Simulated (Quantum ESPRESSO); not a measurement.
Ag:

```
Ag
1.0
     0.00000    2.04275    2.04275
     2.04275    0.00000    2.04275
     2.04275    2.04275    0.00000
Ag
1
Direct
  0.00000 0.00000 0.00000
```

Base run:

| Property | Result |
| --- | --- |
| Program | Quantum ESPRESSO 7.5 |
| Functional | AM05 |
| Potentials or basis | PseudoDojo 0.4 FR PBE standard |
| Cutoff | 1116 eV |
| Density cutoff | 4463 eV |
| k mesh | 11 × 11 × 11 |
| Occupations | fermi-dirac, width 0.05 eV |
| Spin | spin-orbit coupling, no magnetisation |

Its results: band gap on the k mesh none (metal or under the smearing width); pressure -2.8 GPa.

Q: The run is repeated on the same cell with these changes: functional from AM05 to PBE. What comes out?

A: Band gap on the k mesh none (metal or under the smearing width); pressure 4.4 GPa.

PBE binds less tightly than AM05, so the same cell stands under more pressure.

Caveats: the potentials were made for another functional, which shifts forces and pressure (some runs).

Not every run made on this cell is shown here.
